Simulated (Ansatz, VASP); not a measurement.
# CsH in VASP and in Ansatz

Contents of INCAR:

```
  ALGO = Normal
  EDIFF = 1E-6
  ENCUT = 520
  GGA = CA
  ISIF = 2
  ISMEAR = -1
  LASPH = True
  LCHARG = True
  LELF = True
  LREAL = False
  LVHAR = True
  LWAVE = False
  NBANDS = 12
  NELM = 80
  PREC = Accurate
  SIGMA = 0.05
```

Contents of KPOINTS:

```
k-points
0
Gamma
  12 12 12
```

Contents of POSCAR:

```
CsH
1.0
    0.0000000000      2.6802552000      2.6802552000
    2.6802552000      0.0000000000      2.6802552000
    2.6802552000      2.6802552000      0.0000000000
Cs H
1 1
Direct
    0.0000000000      0.0000000000      0.0000000000
    0.5000000000      0.5000000000      0.5000000000
```

Input for Ansatz:

```yaml
crystal:
  lattice:
    - [0.0, 2.6802552, 2.6802552]
    - [2.6802552, 0.0, 2.6802552]
    - [2.6802552, 2.6802552, 0.0]
  atoms:
    - { symbol: Cs, position: [0.0, 0.0, 0.0] }
    - { symbol: H, position: [0.5, 0.5, 0.5] }
kpoints:
  mp_grid: { grid: [12, 12, 12] }
scf:
  occupations: { method: fermi_dirac, width: 0.05 }
hamiltonian:
  xc: lda
  pseudopotentials: { kind: paw }
output:
  forces: true
  stress: true
  eigenvalues: true
  populations: true
```

Change from the starting cell: volume scaled by 0.68, PAW files.

Alike in both runs: task single point; functional LDA; k mesh 12 × 12 × 12; occupations fermi-dirac, width 0.05 eV; no spin polarisation.

|  | VASP | Ansatz |
| --- | --- | --- |
| version | VASP 6.6.1 | Ansatz 0.2.0 |
| potentials or method | VASP PAW LDA potentials, release 64 (Cs_sv, H) | PAW with Ansatz's default frozen-core files, scalar-relativistic |
| plane-wave cutoff (eV) | 520 | 420 |
| valence electrons in the cell | 10 | 10 |

|  | VASP | Ansatz | Ansatz less VASP |
| --- | --- | --- | --- |
| pressure (GPa) | 9.9 | 9.3 | -0.60 |

Caveats: spin-orbit coupling is left out, which moves the levels of the heavy elements. A k mesh can miss the band edges.
